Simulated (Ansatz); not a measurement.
In doubt: masses and optical values from hybrid runs of this build are listed as unsure, which bears on the screening that GW takes from such a start.

Rows from a G0W0 calculation on BP (honeycomb bilayer) (Ansatz 0.2.0; G0W0 on HSE06, plane waves, PAW; PAW set soft_1; 6×6×1 mesh, 182 empty bands, screening to 45 eV, PAW set soft_1 files), in eV. Spin-orbit coupling is left out.

```
row                      k  band   start       Σx  Σc at the solution      Vxc
  A  (0.333, 0.333, 0.000)    v1  -5.412  -13.776               0.913  -12.907
  B  (0.333, 0.333, 0.000)    c2  -3.658   -8.048              -2.868  -11.349
  C  (0.333, 0.333, 0.000)    c1  -4.345   -7.358              -2.880  -10.668
  D  (0.333, 0.333, 0.000)    v2  -5.918  -13.083               0.682  -12.473
```

Question: Give the quasiparticle energies and the shift of each level.

The quasiparticle equation reads E = start + Σx + Σc(E) − Vxc.

```
row  E (eV)  shift (eV)
  A  -5.367      +0.045
  B  -3.224      +0.433
  C  -3.913      +0.431
  D  -5.847      +0.071
```

The gap over the computed points goes from 1.07 eV to 1.45 eV.

Limits: not at the basis limit; coarse mesh for a sheet.

[Paths, hosts, dates, memory and timing lines, banners, echoed tables and standing remarks are left out of the program output.]

[Logs are printed without paths, hosts, clocks, repeated set-up lines and the standing remarks that a program may print on its own settings, such as how far it seeks lower states.]

[Runs of the session that timed out or met a known fault of the program may be left out.]

[Cells called generated may have been cut or substituted from an entry of the Crystallography Open Database or the Materials Project.]

[Hosts, paths, dates, database ids (printed as entryN), source tags and the programs' standing remarks are cut or masked in the printed files.]
